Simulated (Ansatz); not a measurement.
**HfO2: single point with PBE**

HfO2:

```xyz
12
Lattice="5.0803 0.0000 0.0000 0.0000 5.1649 0.0000 0.0000 0.0000 4.8909" Properties=species:S:1:pos:R:3 pbc="T T T"
Hf    1.1308    4.0379    1.3307
Hf    3.6710    3.7094    3.5602
Hf    3.9495    1.1270    1.3307
Hf    1.4093    1.4555    3.5602
O     0.9491    0.8452    0.5113
O     3.4892    1.7372    4.3796
O     4.1312    4.3196    0.5113
O     1.5911    3.4277    4.3796
O     0.0000    2.5824    2.3919
O     2.5402    0.0000    2.4990
O     0.0000    0.0000    2.8153
O     2.5402    2.5824    2.0756
```

The cell comes from a database or a generator and needn't be the stable form of this composition.

* Program: Ansatz 0.2.0
* Task: single point
* Functional: PBE
* Potentials or basis: all-electron LAPW, scalar-relativistic
* Cutoff: 471 eV (chosen from the basis error)
* Basis error allowed: 0.001 eV/atom
* k mesh: 5 × 5 × 6
* Occupations: fermi-dirac, width 0.05 eV
* Spin: no spin polarisation

- Pressure: 9.9 GPa
- Largest force: 0.187 eV/Å
- Band gap on the k mesh: 3.85 eV, direct
- Loewdin charges: Hf +1.40; O -0.67, -0.62, -0.66 e

Forces in eV/Å, atoms in the order of the input:
```
Hf   0.069 -0.066 -0.037
Hf   0.069  0.066  0.037
Hf  -0.069  0.066 -0.037
Hf  -0.069 -0.066  0.037
O    0.046  0.080  0.163
O    0.046 -0.080 -0.163
O   -0.046 -0.080  0.163
O   -0.046  0.080 -0.163
O    0.000  0.000 -0.003
O    0.000  0.000  0.003
O    0.000  0.000  0.173
O    0.000  0.000 -0.173
```

Stress tensor (GPa, compression positive):
```
 9.38  0.00  0.00
 0.00 10.10  0.00
 0.00  0.00 10.36
```

Levels at points of the mesh, in eV from the valence-band top:
| k point | band 118 | band 119 | band 120 | band 121 | band 122 | band 123 |
| --- | --- | --- | --- | --- | --- | --- |
| (0.00, 0.00, 0.00) | -0.22 | -0.16 | -0.15 | 4.12 | 4.69 | 5.09 |
| (0.00, 0.00, -0.50) | -0.66 | -0.04 | 0.00 | 3.85 | 4.90 | 5.52 |

It took 110 s on 8 threads of Intel(R) Xeon(R) Platinum 8488C (Sapphire Rapids), on a shared host, peak memory 3.3 GiB.

Caveat: spin-orbit coupling is left out, which moves the levels of the heavy elements; an odd mesh through Γ misses points on the zone boundary, where band edges often lie.
